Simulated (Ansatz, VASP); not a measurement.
## Two plane-wave programs on TaN

File INCAR:

```
PREC = Accurate
ENCUT = 520
EDIFF = 1E-6
ISMEAR = -1
SIGMA = 0.05
LREAL = False
LASPH = True
NELM = 80
ALGO = Normal
ISIF = 2
LWAVE = False
LCHARG = False
GGA = PS
NBANDS = 33
```

The input KPOINTS:

```
Automatic mesh
0
Gamma
  5 5 8
```

File POSCAR:

```
TaN
1.0
    5.3227813985      0.0000000000      0.0000000000
   -2.6613906993      4.6096639119      0.0000000000
    0.0000000000      0.0000000000      2.9820278389
Ta N
3 3
Direct
    0.3333333333      0.6666666667      0.5000000000
    0.6666666667      0.3333333333      0.5000000000
    0.0000000000      0.0000000000      0.0000000000
    0.3928500000      0.0000000000      0.0000000000
    0.6071500000      0.6071500000      0.0000000000
    0.0000000000      0.3928500000      0.0000000000
```

Input for Ansatz:

```yaml
crystal:
  lattice:
    - [5.3227813985184556, 0.0, 0.0]
    - [-2.6613906992592278, 4.609663911891541, 0.0]
    - [0.0, 0.0, 2.982027838931337]
  atoms:
    - { symbol: Ta, position: [0.3333333333333333, 0.6666666666666666, 0.5] }
    - { symbol: Ta, position: [0.6666666666666666, 0.3333333333333333, 0.5] }
    - { symbol: Ta, position: [0.0, 0.0, 0.0] }
    - { symbol: "N", position: [0.39285, 0.0, 0.0] }
    - { symbol: "N", position: [0.60715, 0.60715, 0.0] }
    - { symbol: "N", position: [0.0, 0.39285, 0.0] }
basis:
  ecutwfc: 550.0
kpoints:
  mp_grid:
    grid: [5, 5, 8]
hamiltonian:
  xc: pbesol
  pseudopotentials:
    kind: paw
scf:
  occupations:
    method: fermi_dirac
    width: 0.05
output:
  stress: true
```

Alike in both runs: task single point; functional PBEsol; k mesh 5 × 5 × 8; occupations fermi-dirac, width 0.05 eV; no spin polarisation.

```csv
,VASP,Ansatz
version,VASP 6.6.1,Ansatz 0.2.0
potentials or method,"VASP PAW PBE potentials, release 64 (Ta_pv, N)","plane waves, PAW"
plane-wave cutoff (eV),520,550
valence electrons in the cell,48,54
```

|  | VASP | Ansatz | Ansatz less VASP |
| --- | --- | --- | --- |
| pressure (GPa) | -22.9 | -23.5 | -0.55 |
| largest component of the traceless stress (GPa) | 1.89 | 1.84 | -0.056 |

The two sets of potentials don't hold the same shells in valence.

Caveats: so large a pressure means that the cell lies far from this level's equilibrium, or that cutoff or potentials fall short (VASP); the potentials were made for another functional, which shifts forces and pressure (VASP). The runs have no spin-orbit coupling, so splittings on Ta are missing.
